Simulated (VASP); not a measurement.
CsI (CsCl type): the bulk modulus from VASP (plane waves, PAW) at several levels of theory. Static lattice, third-order Birch-Murnaghan fit over five volumes.

```json
[
 {"level": "LDA", "bulk modulus (GPa)": "16.9"},
 {"level": "PBE", "bulk modulus (GPa)": "9.8"},
 {"level": "PBEsol", "bulk modulus (GPa)": "12.8"},
 {"level": "SCAN", "bulk modulus (GPa)": "12.8"},
 {"level": "r2SCAN", "bulk modulus (GPa)": "12.1"},
 {"level": "HSE06", "bulk modulus (GPa)": "10.4"}
]
```

The cell of the LDA run:

Space group Pm-3m (No. 221); a = b = c = 4.4092 Å, α = β = γ = 90.00°

```
atom  site  symmetry       x       y       z
----  ----  --------  ------  ------  ------
Cs      1a      m-3m  0.0000  0.0000  0.0000
I       1b      m-3m  0.5000  0.5000  0.5000
```

Only levels that ran to the end are used. Left out are those held back, those with too coarse a band path, GW runs whose mesh misses a band edge, hybrids' fits of cells that aren't cubic and levels without matching references; a question may draw on a part of the rest.

The compound is CsI in the CsCl type structure.
